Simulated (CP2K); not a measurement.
Runs of CP2K 2026.2 on ZrSe2. The cell holds a slab with vacuum, 6 atoms: a = 3.798 Å, b = 3.798 Å, c = 24.288 Å, α = 90.00°, β = 90.00°, γ = 120.00°. 

| level | gap on the mesh (eV) | largest force (eV/Å) | work function (eV) |
| --- | --- | --- | --- |
| AM05 | 0.43 | 0.32 | 5.46 |
| LDA | 0.37 | 0.29 | (a) |
| PBE | (b) | 0.49 | 5.51 |
| OLYP | 0.61 | 0.39 | 5.25 |
| PBEsol | 0.42 | (c) | 5.54 |
| M06-L | 0.78 | 0.60 | 5.61 |
| WC | 0.43 | 0.34 | 5.54 |

Alike in all rows: task work function; potentials or basis POTENTIAL_UZH Se GTH-PBE-q6, Zr GTH-PBE-q12; DZVP-MOLOPT-PBE-GTH basis; no spin polarisation; cell as given; k mesh 6 × 6 × 1; smearing fermi-dirac 0.05 eV.

Question: Fill in the values left out.

Answer: (a) 5.67; (b) 0.51; (c) 0.33.

Caveats: with a gap the Fermi level, and so the work function, lies anywhere in the gap; the basis of atomic orbitals isn't converged, which shifts pressures, moduli and gaps; the potentials were made for another functional, which shifts forces and pressure (some runs); meta-GGAs are noisy in the vacuum on a uniform grid, which can shift empty levels and the work function (some runs).

A k mesh can miss the band edges, and the runs leave out spin-orbit coupling on Se, Zr.
